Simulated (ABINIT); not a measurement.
# GaP: single point with PBE

**Experimental background.**

“Stacking defects in GaP nanowires: Electronic structure and optical properties”, 2018, arxiv:1810.01194 quotes, for a bulk crystal of GaP at 10 K: band gap 2.34 eV (indirect).

Crystal: GaP.

```
Ga P
1.0
     0.00000    2.72525    2.72525
     2.72525    0.00000    2.72525
     2.72525    2.72525    0.00000
Ga P
1 1
Cartesian
  0.0000 0.0000 0.0000
  4.0879 4.0879 4.0879
```

```yaml
Program: ABINIT 10.8.3 (patched build)
Task: single point
Functional: PBE
Potentials_or_basis: PseudoDojo NC FR PBE v0.4 standard
Cutoff: 980 eV
k_mesh: 6 × 6 × 6
Occupations: fermi-dirac, width 0.05 eV
Spin: spin-orbit coupling, no magnetisation
```

* Pressure: 1.7 GPa
* Band gap on the k mesh: 1.62 eV, indirect (least direct gap 1.79 eV)
* Valence electrons inside the program's atomic spheres: Ga 10.83; P 2.79

Levels at points of the mesh, in eV from the valence-band top:
```csv
k point,band 16,band 17,band 18,band 19,band 20,band 21
"(0.00, 0.00, 0.00)",0.00,0.00,0.00,1.79,1.79,3.75
"(0.50, 0.00, 0.00)",-1.18,-1.11,-1.11,1.64,1.64,4.66
"(0.50, 0.50, 0.00)",-2.72,-2.70,-2.70,1.62,1.62,1.79
```

It took 33 s on 4 MPI ranks on Intel(R) Xeon(R) Platinum 8559C (Emerald Rapids), with other jobs on the host, peak memory 0.32 GiB a rank.

Against the measured gap of GaP, 2.34 eV (indirect; 10 K; quoted in “Stacking defects in GaP nanowires: Electronic structure and optical properties”, 2018, arxiv:1810.01194), the calculated 1.62 eV is off by -0.72 eV. The value is that of PBE on a finite k mesh, which can miss the band edges, without temperature or zero-point motion. Semilocal functionals fall short of measured gaps as a rule.
